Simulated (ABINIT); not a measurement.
**C: band structure with r2SCAN**

The system is C.

```
C
1.0
     0.00000    1.78337    1.78337
     1.78337    0.00000    1.78337
     1.78337    1.78337    0.00000
C
2
Cartesian
  2.6751 2.6751 2.6751
  1.7834 1.7834 1.7834
```

This isn't the form of C at room conditions, which is graphite.

```json
{
 "Program": "ABINIT 10.8.3 (patched build)",
 "Task": "band structure",
 "Functional": "r2SCAN",
 "Potentials or basis": "SG15 NC PBE v1.2",
 "Cutoff": "1333 eV",
 "k mesh": "13 × 13 × 13",
 "Occupations": "fermi-dirac, width 0.05 eV",
 "Spin": "no spin polarisation"
}
```

```
Pressure                                          : -2.4 GPa
Band gap on the k mesh                            : 4.27 eV, indirect (least direct gap 5.85 eV)
Band gap along the path                           : 4.26 eV, indirect (least direct gap 5.85 eV)
All electrons inside the program's atomic spheres : C 4.72 (radii [1.0584] Å)
```

Levels at the corners of the path, in eV from the valence-band top:
```
point  band 1  band 2  band 3  band 4  band 5  band 6  band 7  band 8
    Γ  -22.82    0.00    0.00    0.00    5.85    5.85    5.85   13.43
    X  -13.70  -13.70   -6.67   -6.67    4.93    4.93   17.90   17.90
    W  -12.94  -12.94   -8.72   -8.72   11.28   11.28   12.81   12.81
    K  -14.01  -12.60   -9.75   -5.68    5.90   11.27   15.24   16.48
    Γ  -22.82    0.00    0.00    0.00    5.85    5.85    5.85   13.43
    L  -16.89  -14.09   -2.98   -2.98    8.89    8.90    8.90   16.71
    U  -14.01  -12.60   -9.75   -5.68    5.90   11.27   15.24   16.48
    W  -12.94  -12.94   -8.72   -8.72   11.28   11.28   12.81   12.81
    L  -16.89  -14.09   -2.98   -2.98    8.89    8.90    8.90   16.71
    K  -14.01  -12.60   -9.75   -5.68    5.90   11.27   15.24   16.48
```

Wall time 110 s on 1 thread of Arm Neoverse V2, on a shared host, peak memory 0.12 GiB.

Caveat: the potentials were made for another functional, which shifts forces and pressure. r2SCAN opens gaps a little over a GGA but as a rule still falls short of measured ones.
